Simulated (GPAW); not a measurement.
# HfO2 (P4_2/mnm) in GPAW: settings compared

One crystal, HfO2, is run at these levels: PBE, LDA; tasks: band structure.

Everything below comes from runs of GPAW 26.7.0. Logs are shortened: lines on timing, memory, paths and dates and some standing lists are left out, and cuts for length are marked. The log counts tension as positive stress, the text compression.

## 1. Starting point

It takes space group P4_2/mnm (No. 136, tetragonal). The conventional cell has a = 4.814 Å, b = 4.814 Å, c = 3.205 Å, α = 90.00°, β = 90.00°, γ = 90.00°. Hf (site symmetry mmm) has 6 O at 2.08 Å as nearest neighbours. Around O (site symmetry m2m) lie 3 Hf at 2.08 Å.

Measurements of this composition are mostly on another form, of space group No. 14.

## 2. Band structure, PBE

Contents of run.py:

```python
from ase.dft.bandgap import bandgap
from ase.io import read, write
from ase.units import GPa
from gpaw import GPAW, PW

atoms = read('HfO2.xyz')

calc = GPAW(mode=PW(800),
            xc='PBE',
            kpts={'size': (6, 6, 8), 'gamma': True},
            occupations={'name': 'fermi-dirac', 'width': 0.05},
            nbands=43,
            convergence={'density': 1e-05, 'energy': 1e-05},
            maxiter=150,
            txt='gpaw.txt')
atoms.calc = calc
energy = atoms.get_potential_energy()
forces = atoms.get_forces()
stress = atoms.get_stress()
calc.write('gs.gpw')
write('result.traj', atoms)
print(f'Energy: {energy:.6f} eV')
print('Forces (eV/A):')
print(forces.round(4))
print('Stress (GPa):', (stress / GPa).round(3))
print('Fermi level:', round(calc.get_fermi_level(), 4), 'eV')
print(f'Gap: {bandgap(calc)[0]:.4f} eV, direct: {bandgap(calc, direct=True)[0]:.4f} eV')

path = atoms.cell.bandpath('GXMGZRAZ,XR,MA', npoints=60, eps=1e-4)
bs_calc = calc.fixed_density(kpts=path, symmetry='off', nbands=62,
                             convergence={'bands': 'CBM+6.0', 'eigenstates': 1e-6}, txt='bands.txt')
bs = bs_calc.band_structure()
bs.write('bs.json')
print(f'Gap on the path: {bandgap(bs_calc)[0]:.4f} eV')
```

Contents of HfO2.xyz:

```xyz
6
Lattice="4.8135329900 0.0000000000 0.0000000000 0.0000000000 4.8135329900 0.0000000000 0.0000000000 0.0000000000 3.2054154100" Properties=species:S:1:pos:R:3 pbc="T T T"
Hf     2.4067664950      2.4067664950      1.6027077050
Hf     0.0000000000      0.0000000000      0.0000000000
O      3.8751100883      0.9384229017      1.6027077050
O      3.3451893967      3.3451893967      0.0000000000
O      1.4683435933      1.4683435933      0.0000000000
O      0.9384229017      3.8751100883      1.6027077050
```

Potentials or basis: GPAW PAW data sets (gpaw-data 1.2.1), pw.

On the command line:

```bash
$ OMP_NUM_THREADS=1 python run.py
```

gpaw.txt:

```text
__  _  _
 | _ |_)|_||  |
 |__||  | ||/\| - 26.7.0

Input parameters:
  mode=PW(ecut=800.0),
  convergence={'density': 1e-05, 'energy': 1e-05},
  kpts=MonkhorstPack(size=(6, 6, 8), gamma=True),
  maxiter=150,
  nbands=43,
  occupations=Occupations(name='fermi-dirac', width=0.05),
  xc=XC(name='PBE')

Diagonalizing LCAO Hamiltonian
Converting LCAO to pw mode
    .-----------.
   /|           |
  / |           |
 *  | O         |
 |  .----HfO----.
 | /       O   /
 |/   O       /
 Hf----------*

Atoms  # Å, Bohr magnetons
|   | symbol |        x |        y |        z |    initial magnetic moments |
|---|--------|----------|----------|----------|-----------------------------|
| 0 |     Hf | 2.406766 | 2.406766 | 1.602708 | ( 0.0000,  0.0000,  0.0000) |
| 1 |     Hf | 0.000000 | 0.000000 | 0.000000 | ( 0.0000,  0.0000,  0.0000) |
| 2 |      O | 3.875110 | 0.938423 | 1.602708 | ( 0.0000,  0.0000,  0.0000) |
| 3 |      O | 3.345189 | 3.345189 | 0.000000 | ( 0.0000,  0.0000,  0.0000) |
| 4 |      O | 1.468344 | 1.468344 | 0.000000 | ( 0.0000,  0.0000,  0.0000) |
| 5 |      O | 0.938423 | 3.875110 | 1.602708 | ( 0.0000,  0.0000,  0.0000) |

Unit cell  # Å
| periodic |        x |        y |        z |  lengths |    angles |
|----------|----------|----------|----------|----------|-----------|
|      yes | 4.813533 | 0.000000 | 0.000000 | 4.813533 | 90.000000 |
|      yes | 0.000000 | 4.813533 | 0.000000 | 4.813533 | 90.000000 |
|      yes | 0.000000 | 0.000000 | 3.205415 | 3.205415 | 90.000000 |

Number of symmetries: 8
Symmetry operations  # r_c * U_cc + t_c -> r_c
|   | kind |            matrix            |
|---|------|------------------------------|
| 0 |  E   |  1, 0, 0,  0, 1, 0,  0, 0, 1 |
| 1 |  σ   |  1, 0, 0,  0, 1, 0,  0, 0,-1 |
| 2 |  σ   |  0, 1, 0,  1, 0, 0,  0, 0, 1 |
| 3 |  C2  |  0, 1, 0,  1, 0, 0,  0, 0,-1 |
| 4 |  σ   |  0,-1, 0, -1, 0, 0,  0, 0, 1 |
| 5 |  C2  |  0,-1, 0, -1, 0, 0,  0, 0,-1 |
| 6 |  C2  | -1, 0, 0,  0,-1, 0,  0, 0, 1 |
| 7 |  i   | -1, 0, 0,  0,-1, 0,  0, 0,-1 |

BZ-sampling:
  Number of BZ points: 288
  Number of IBZ points: 65

  Monkhorst-Pack size: [6, 6, 8]
  Monkhorst-Pack shift: [0.08333333333333333, 0.08333333333333333, 0.0625]

K-points  # in reciprocal-cell coordinates
|     |                                coordinates |     weight |
|-----|--------------------------------------------|------------|
|   0 | (  0.00000000,   0.00000000,   0.00000000) | 0.00347222 |
|   1 | (  0.00000000,   0.00000000,   0.12500000) | 0.00694444 |
|   2 | (  0.00000000,   0.00000000,   0.25000000) | 0.00694444 |
|   3 | (  0.00000000,   0.00000000,   0.37500000) | 0.00694444 |
|   4 | (  0.00000000,   0.00000000,   0.50000000) | 0.00347222 |
|   5 | (  0.16666667,  -0.16666667,   0.00000000) | 0.00694444 |
|   6 | (  0.16666667,  -0.16666667,   0.12500000) | 0.01388889 |
|   7 | (  0.16666667,  -0.16666667,   0.25000000) | 0.01388889 |
|   8 | (  0.16666667,  -0.16666667,   0.37500000) | 0.01388889 |
|   9 | (  0.16666667,  -0.16666667,   0.50000000) | 0.00694444 |
| ... |                                            |            |
|  64 | (  0.50000000,   0.50000000,   0.50000000) | 0.00347222 |

Plane wave coefficients: 3848
Cutoff: 800.0 eV

Spin-components: 1 (collinear spins)
Bands:           43
Projectors:      32
Spin-degeneracy: 2
Datatype:        complex128

Parallelization:
  kpt:    1
  domain: 1
  band:   1

Density:
  Valence electrons: 48.0
  Components: 1
  Grid points: [32 32 21]
  Charge: 0.0  # |e|

Potential:
  Grid points: [32 32 21]

species:
  Hf:
    name:    Hafnium
    Z:       72.0
    valence: 12
    core:    60
    charge:  0.0  # [|e|]
    compensation charges:
      type: gauss
      rc: 0.41  # [Å]
      lmax: 2
    cutoffs:
      filter: 2.36  # [Å]
      core: 4.02  # [Å]
    projectors
    | kind |    occ | energy [eV] | rcut [Å] |
    |------|--------|-------------|----------|
    |   5s |  2.000 |     -66.831 |    1.397 |
    |   6s |  2.000 |      -5.097 |    1.397 |
    |   5p |  6.000 |     -35.599 |    1.307 |
    |   6p |  0.000 |      -1.401 |    1.307 |
    |   5d |  2.000 |      -2.699 |    1.334 |
    |    d |        |      24.513 |    1.334 |

    Using partial waves for Hf as LCAO basis

  O:
    name:    Oxygen
    Z:       8.0
    valence: 6
    core:    2
    charge:  0.0  # [|e|]
    compensation charges:
      type: gauss
      rc: 0.21  # [Å]
      lmax: 2
    cutoffs:
      filter: 1.17  # [Å]
      core: 0.83  # [Å]
    projectors
    | kind |    occ | energy [eV] | rcut [Å] |
    |------|--------|-------------|----------|
    |   2s |  2.000 |     -23.961 |    0.688 |
    |   2p |  4.000 |      -9.029 |    0.598 |
    |    s |        |       3.251 |    0.688 |
    |    p |        |      18.182 |    0.598 |
    |    d |        |       0.000 |    0.619 |

    Using partial waves for O as LCAO basis

Reference energy: -827935.639755  # eV

eigensolver:
  PPCG
  Converge bands: occupied
  niter=2

density mixing:
  MSR1-Mixer
  Pratt-step length: 0.05
  Maximum mixing coefficient: 0.75
  Old densities: 10
  SVD Regularization: 0.005
  Good broyden scale: 1.0
  Trust region scale: 1.0
  Backstep threshold: 4.0
  History deletion threshold: 6.0
  Fourier metric: weight=20.0, sigma=0.015

occupation numbers:
  Fermi-Dirac:
    width: 0.0500  # eV

poisson solver:
  ecut: 6400.0  # eV

xc functional:
  name: PBE with 2 nearest neighbor stencil

convergence criteria:
- Maximum integral of absolute [dens]ity change: 1e-05 electrons / valence electron
- Maximum [total energy] change in last 3 cyles: 1e-05 eV / valence electron
- Maximum integral of absolute [eigenst]ate change: 4e-08 eV^2 / valence electron
maximum number of iterations: 150

SCF iterations
|iter     | |      energy | eigst |  dens |
|---------|-|-------------|-------|-------|
|iter:   1| |  -64.333319 | +0.25 |       |
|iter:   2| |  -62.115791 | -1.74 | -0.80 |
|iter:   3| |  -56.450639 | -0.80 | -0.85 |
|iter:   4| |  -56.452003 | -2.50 | -1.45 |
|iter:   5| |  -56.476336 | -2.86 | -1.70 |
|iter:   6| |  -56.475313 | -4.56 | -2.73 |
|iter:   7| |  -56.475386 | -5.74 | -3.24 |
|iter:   8| |  -56.475391c| -6.36 | -3.71 |
|iter:   9| |  -56.475391c| -7.10 | -4.00 |
|iter:  10| |  -56.475391c| -7.51c| -4.79 |
|iter:  11| |  -56.475391c| -8.18c| -5.33c|

Converged in 11 steps
Energy contributions relative to reference atoms: (reference = -827935.639755)

Energy contributions:
  Kinetic:          71.865583
  Coulomb:         -79.079017
  Zero:              0.678017
  External:          0.000000
  Xc:              -49.939974
  Entropy:          -0.000000
  Spinorbit:         0.000000
  ----------------------------
  Free energy:     -56.475391
  Extrapolated:    -56.475391

dipole moment: (-17.509987, -17.509987, -29.619118)  # |e|*Ang

Fermi level: 7.026
Eigenvalues  # (at kpt = [0.000, 0.000, 0.000])
| band index |      eig [eV] | occ [0-2] |
|------------|---------------|-----------|
|          0 |       -54.262 |     2.000 |
|        ... |               |           |
|         16 |         2.492 |     2.000 |
|         17 |         4.204 |     2.000 |
|         18 |         4.204 |     2.000 |
|         19 |         4.425 |     2.000 |
|         20 |         5.324 |     2.000 |
|         21 |         5.580 |     2.000 |
[... 8 lines left out ...]
|         30 |        13.982 |     0.000 |
|         31 |        14.465 |     0.000 |
|        ... |               |           |
|         42 |        26.029 |     0.000 |

Gap: 4.002 eV
Transition (v -> c):
  (s=0, k=0, n=23, [0.00, 0.00, 0.00]) -> (s=0, k=0, n=24, [0.00, 0.00, 0.00])
No difference between direct/indirect transitions

Forces  # eV/Ang
|        x |        y |       z |
|----------|----------|---------|
|  0.00000 |  0.00000 | 0.00000 |  # Hf   0
|  0.00000 |  0.00000 | 0.00000 |  # Hf   1
| -0.06247 |  0.06247 | 0.00000 |  # O    2
|  0.06250 |  0.06250 | 0.00000 |  # O    3
| -0.06250 | -0.06250 | 0.00000 |  # O    4
|  0.06247 | -0.06247 | 0.00000 |  # O    5

Stress tensor  # eV/Ang^3
|         x |         y |         z |
|-----------|-----------|-----------|
| -0.056057 |  0.000000 |  0.000000 |
|  0.000000 | -0.056057 |  0.000000 |
|  0.000000 |  0.000000 | -0.065129 |

# Writing to gs.gpw (mode='')
```

It took 4.8 min on 1 thread of Arm Neoverse V1, shared host; peak memory 0.74 GiB.

Results:

```yaml
Free_energy: -56.4754 eV
Pressure: 9.5 GPa
Largest_force: 0.088 eV/Å
Band_gap_on_the_k_mesh: 4.00 eV, direct
Band_gap_along_the_path: 4.00 eV, direct
```

Forces in eV/Å, atoms in the order of the input:
```
Hf   0.000  0.000  0.000
Hf   0.000  0.000  0.000
O   -0.062  0.062  0.000
O    0.062  0.062  0.000
O   -0.062 -0.062  0.000
O    0.062 -0.062  0.000
```

Levels at the corners of the path, in eV from the valence-band top:
| point | band 20 | band 21 | band 22 | band 23 | band 24 | band 25 | band 26 | band 27 | band 28 | band 29 |
| --- | --- | --- | --- | --- | --- | --- | --- | --- | --- | --- |
| Γ | -1.62 | -0.72 | -0.46 | -0.46 | 0.00 | 4.00 | 4.17 | 5.25 | 5.61 | 5.61 |
| X | -2.76 | -1.45 | -1.45 | -0.66 | -0.66 | 4.67 | 4.67 | 6.24 | 6.24 | 6.51 |
| M | -1.78 | -1.12 | -1.12 | -0.80 | -0.80 | 4.24 | 4.24 | 5.67 | 5.67 | 6.67 |
| Γ | -1.62 | -0.72 | -0.46 | -0.46 | 0.00 | 4.00 | 4.17 | 5.25 | 5.61 | 5.61 |
| Z | -2.12 | -2.04 | -2.04 | -0.96 | -0.96 | 5.63 | 5.63 | 6.12 | 6.12 | 6.14 |
| R | -1.79 | -1.75 | -1.75 | -0.92 | -0.92 | 4.21 | 4.21 | 6.36 | 6.36 | 6.95 |
| A | -2.02 | -1.10 | -1.10 | -0.50 | -0.50 | 5.15 | 5.15 | 5.89 | 5.89 | 6.47 |
| Z | -2.12 | -2.04 | -2.04 | -0.96 | -0.96 | 5.63 | 5.63 | 6.12 | 6.12 | 6.14 |
| X | -2.76 | -1.45 | -1.45 | -0.66 | -0.66 | 4.67 | 4.67 | 6.24 | 6.24 | 6.51 |
| R | -1.79 | -1.75 | -1.75 | -0.92 | -0.92 | 4.21 | 4.21 | 6.36 | 6.36 | 6.95 |
| M | -1.78 | -1.12 | -1.12 | -0.80 | -0.80 | 4.24 | 4.24 | 5.67 | 5.67 | 6.67 |
| A | -2.02 | -1.10 | -1.10 | -0.50 | -0.50 | 5.15 | 5.15 | 5.89 | 5.89 | 6.47 |

Caveat: spin-orbit coupling is left out, which moves the levels of the heavy elements.

## 3. Band structure, PBE, spin-orbit coupling, no magnetisation

Edit run.py of step 2 so:

```diff
@@ -1,7 +1,20 @@
+import numpy as np
+from ase import Atoms
 from ase.dft.bandgap import bandgap
-from ase.io import read, write
+from ase.io import write
 from ase.units import GPa
 from gpaw import GPAW, PW
+from gpaw.spinorbit import soc_eigenstates
 
-atoms = read('HfO2.xyz')
+atoms = Atoms(['Hf', 'Hf', 'O', 'O', 'O', 'O'],
+              cell=[[4.81353299, 0.0, 0.0],
+                    [0.0, 4.81353299, 0.0],
+                    [0.0, 0.0, 3.20541541]],
+              scaled_positions=[[0.5, 0.5, 0.5],
+                                [0.0, 0.0, 0.0],
+                                [0.80504488, 0.19495512, 0.5],
+                                [0.69495512, 0.69495512, 0.0],
+                                [0.30504488, 0.30504488, 0.0],
+                                [0.19495512, 0.80504488, 0.5]],
+              pbc=True)
 
@@ -9,3 +22,3 @@
             xc='PBE',
-            kpts={'size': (6, 6, 8), 'gamma': True},
+            kpts={'size': (5, 5, 6), 'gamma': True},
             occupations={'name': 'fermi-dirac', 'width': 0.05},
@@ -28,3 +41,3 @@
 
-path = atoms.cell.bandpath('GXMGZRAZ,XR,MA', npoints=60, eps=1e-4)
+path = atoms.cell.bandpath('GXMGZRAZ,XR,MA', npoints=100, eps=1e-4)
 bs_calc = calc.fixed_density(kpts=path, symmetry='off', nbands=62,
@@ -34 +47,7 @@
 print(f'Gap on the path: {bandgap(bs_calc)[0]:.4f} eV')
+
+soc = soc_eigenstates(bs_calc, theta=0, phi=0)
+np.savetxt('soc_bands.dat', soc.eigenvalues(), fmt='%.4f')
+mesh = soc_eigenstates('gs.gpw', theta=0, phi=0)
+np.savetxt('soc_mesh.dat', mesh.eigenvalues(), fmt='%.4f')
+print('Fermi level with spin-orbit coupling:', round(mesh.fermi_level, 4), 'eV')
```

Potentials or basis: GPAW PAW data sets (gpaw-data 1.2.1), pw.

On the command line:

```bash
$ OMP_NUM_THREADS=1 python run.py
```

Run time: 4.7 min. Hardware: 1 thread of Arm Neoverse V1, shared host; peak memory 0.93 GiB.

It converged, with:

- Free energy: -56.4752 eV
- Pressure: 9.5 GPa
- Largest force: 0.088 eV/Å
- Band gap on the k mesh: 3.97 eV, direct
- Band gap along the path: 3.97 eV, direct

Forces on the atoms (eV/Å):
```
Hf   0.000  0.000  0.000
Hf   0.000  0.000  0.000
O   -0.063  0.063  0.000
O    0.062  0.062  0.000
O   -0.062 -0.062  0.000
O    0.063 -0.063  0.000
```

Stress tensor (GPa, compression positive):
```
 8.98  0.00  0.00
 0.00  8.98  0.00
 0.00  0.00 10.44
```

Levels at the corners of the path, in eV from the valence-band top:
| point | band 46 | band 47 | band 48 | band 49 | band 50 | band 51 |
| --- | --- | --- | --- | --- | --- | --- |
| Γ | -0.41 | 0.00 | 0.00 | 3.97 | 3.97 | 4.15 |
| X | -0.66 | -0.66 | -0.66 | 4.65 | 4.65 | 4.65 |
| M | -0.73 | -0.72 | -0.72 | 4.21 | 4.21 | 4.21 |
| Γ | -0.41 | 0.00 | 0.00 | 3.97 | 3.97 | 4.15 |
| Z | -0.91 | -0.91 | -0.91 | 5.59 | 5.59 | 5.59 |
| R | -0.92 | -0.89 | -0.89 | 4.14 | 4.14 | 4.23 |
| A | -0.48 | -0.48 | -0.48 | 5.11 | 5.11 | 5.11 |
| Z | -0.91 | -0.91 | -0.91 | 5.59 | 5.59 | 5.59 |
| X | -0.66 | -0.66 | -0.66 | 4.65 | 4.65 | 4.65 |
| R | -0.92 | -0.89 | -0.89 | 4.14 | 4.14 | 4.23 |
| M | -0.73 | -0.72 | -0.72 | 4.21 | 4.21 | 4.21 |
| A | -0.48 | -0.48 | -0.48 | 5.11 | 5.11 | 5.11 |

Caveat: spin-orbit coupling was added after a scalar SCF, so levels and gaps hold it while energy, forces, pressure and moments don't; this program's spin-orbit splittings come out too wide for heavy elements.

## 4. Band structure, LDA

Edit run.py of step 3 so:

```diff
@@ -1,2 +1 @@
-import numpy as np
 from ase import Atoms
@@ -6,3 +5,2 @@
 from gpaw import GPAW, PW
-from gpaw.spinorbit import soc_eigenstates
 
@@ -21,4 +19,4 @@
 calc = GPAW(mode=PW(800),
-            xc='PBE',
-            kpts={'size': (5, 5, 6), 'gamma': True},
+            xc='LDA',
+            kpts={'size': (6, 6, 8), 'gamma': True},
             occupations={'name': 'fermi-dirac', 'width': 0.05},
@@ -47,7 +45 @@
 print(f'Gap on the path: {bandgap(bs_calc)[0]:.4f} eV')
-
-soc = soc_eigenstates(bs_calc, theta=0, phi=0)
-np.savetxt('soc_bands.dat', soc.eigenvalues(), fmt='%.4f')
-mesh = soc_eigenstates('gs.gpw', theta=0, phi=0)
-np.savetxt('soc_mesh.dat', mesh.eigenvalues(), fmt='%.4f')
-print('Fermi level with spin-orbit coupling:', round(mesh.fermi_level, 4), 'eV')
```

Potentials or basis: the program's PAW data sets (release 1.2.1) made for this functional, pw.

On the command line:

```bash
$ OMP_NUM_THREADS=1 python run.py
```

It took 5.9 min on 1 thread of Arm Neoverse V1, shared host; peak memory 0.93 GiB.

The run converged. Its results:

- Free energy: -61.9067 eV
- Pressure: -4.1 GPa
- Largest force: 0.047 eV/Å
- Band gap on the k mesh: 3.79 eV, direct
- Band gap along the path: 3.79 eV, direct

Forces in eV/Å, atoms in the order of the input:
```
Hf   0.000  0.000  0.000
Hf   0.000  0.000  0.000
O    0.033 -0.033  0.000
O   -0.033 -0.033  0.000
O    0.033  0.033  0.000
O   -0.033  0.033  0.000
```

Stress tensor (GPa, compression positive):
```
-3.65  0.00  0.00
 0.00 -3.65  0.00
 0.00  0.00 -4.96
```

Levels at the corners of the path, in eV from the valence-band top:
| point | band 21 | band 22 | band 23 | band 24 | band 25 | band 26 | band 27 | band 28 |
| --- | --- | --- | --- | --- | --- | --- | --- | --- |
| Γ | -0.73 | -0.48 | -0.48 | 0.00 | 3.79 | 3.96 | 5.07 | 5.44 |
| X | -1.48 | -1.48 | -0.68 | -0.68 | 4.48 | 4.48 | 6.08 | 6.08 |
| M | -1.14 | -1.14 | -0.83 | -0.83 | 4.05 | 4.05 | 5.50 | 5.50 |
| Γ | -0.73 | -0.48 | -0.48 | 0.00 | 3.79 | 3.96 | 5.07 | 5.44 |
| Z | -2.08 | -2.08 | -0.98 | -0.98 | 5.48 | 5.48 | 5.96 | 5.96 |
| R | -1.79 | -1.79 | -0.94 | -0.94 | 4.00 | 4.00 | 6.20 | 6.20 |
| A | -1.12 | -1.12 | -0.51 | -0.51 | 4.97 | 4.97 | 5.73 | 5.73 |
| Z | -2.08 | -2.08 | -0.98 | -0.98 | 5.48 | 5.48 | 5.96 | 5.96 |
| X | -1.48 | -1.48 | -0.68 | -0.68 | 4.48 | 4.48 | 6.08 | 6.08 |
| R | -1.79 | -1.79 | -0.94 | -0.94 | 4.00 | 4.00 | 6.20 | 6.20 |
| M | -1.14 | -1.14 | -0.83 | -0.83 | 4.05 | 4.05 | 5.50 | 5.50 |
| A | -1.12 | -1.12 | -0.51 | -0.51 | 4.97 | 4.97 | 5.73 | 5.73 |

Caveat: spin-orbit coupling is left out, which moves the levels of the heavy elements.

## 5. Summary

```tsv
level	potentials or basis	spin	k mesh	band points	spin axis theta (degrees)	spin axis phi (degrees)	soc after scf	gap on the mesh (eV)	pressure (GPa)	largest force (eV/Å)
PBE	GPAW PAW data sets (gpaw-data 1.2.1), pw	off	6 × 6 × 8	60	-	-	-	4.00	9.5	0.09
PBE	GPAW PAW data sets (gpaw-data 1.2.1), pw	SOC, no magnetisation	5 × 5 × 6	100	0	0	second variation	3.97	9.5	0.09
LDA	the program's PAW data sets (release 1.2.1) made for this functional, pw	off	6 × 6 × 8	100	-	-	-	3.79	-4.1	0.05
```

Alike in all rows: task band structure; cell as given; cutoff (eV) 800; smearing fermi-dirac 0.05 eV.

Caveats: spin-orbit coupling is left out, which moves the levels of the heavy elements (some runs); spin-orbit coupling was added after a scalar SCF, so levels and gaps hold it while energy, forces, pressure and moments don't (some runs); this program's spin-orbit splittings come out too wide for heavy elements (some runs).

Total energies depend on the potentials used, so only differences within one code and one set of settings carry meaning.
